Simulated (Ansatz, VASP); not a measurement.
## B in VASP and in Ansatz

The input INCAR:

```
PREC = Accurate
ENCUT = 520
EDIFF = 1E-6
ISMEAR = 0
SIGMA = 0.15
LREAL = False
LASPH = True
NELM = 100
ALGO = Normal
ISIF = 2
LWAVE = False
LCHARG = False
NBANDS = 8
```

KPOINTS

```
regular mesh
0
Gamma
  33 33 14
```

File POSCAR:

```
B
1.0
    1.7875552546      0.0000000000      0.0000000000
   -0.8937776273      1.5480682611      0.0000000000
    0.0000000000      0.0000000000      3.4536517075
B
1
Direct
    0.0000000000      0.0000000000      0.0000000000
```

Input for Ansatz:

```yaml
crystal:
  lattice:
    - [1.7875552546, 0.0, 0.0]
    - [-0.8937776273, 1.5480682611, 0.0]
    - [0.0, 0.0, 3.4536517075]
  atoms:
    - { symbol: B, position: [0.0, 0.0, 0.0] }
basis:
  ecutwfc: 420
kpoints:
  mp_grid: { grid: [33, 33, 14] }
hamiltonian:
  xc: lda
scf:
  occupations: { method: gaussian, width: 0.15 }
output:
  forces: true
  stress: true
  eigenvalues: true
```

Change from the starting cell: strain +0.050 along x and y, -0.050 along z, atoms carried along.

Alike in both runs: task single point; functional LDA; k mesh 33 × 33 × 14; occupations gaussian, width 0.15 eV; no spin polarisation.

|  | VASP | Ansatz |
| --- | --- | --- |
| version | VASP 6.6.1 | Ansatz 0.2.0 |
| potentials or method | VASP PAW LDA potentials, release 64 (B) | scalar-relativistic, plane waves, PAW |
| plane-wave cutoff (eV) | 520 | 420 |
| valence electrons in the cell | 3 | 3 |

Ansatz gave:

```
gap on the k mesh at the Fermi level (eV)       : none
pressure (GPa)                                  : -25.3
largest component of the traceless stress (GPa) : 25.17
```

Problem. What did VASP give for the same quantities?

Solution. gap on the k mesh at the Fermi level (eV): none; pressure (GPa): -25.3; largest component of the traceless stress (GPa): 25.07.

A gap of «none» marks a metal or a gap that the smearing closes.

Caveats: so large a pressure means that the cell lies far from this level's equilibrium, or that cutoff or potentials fall short (VASP).
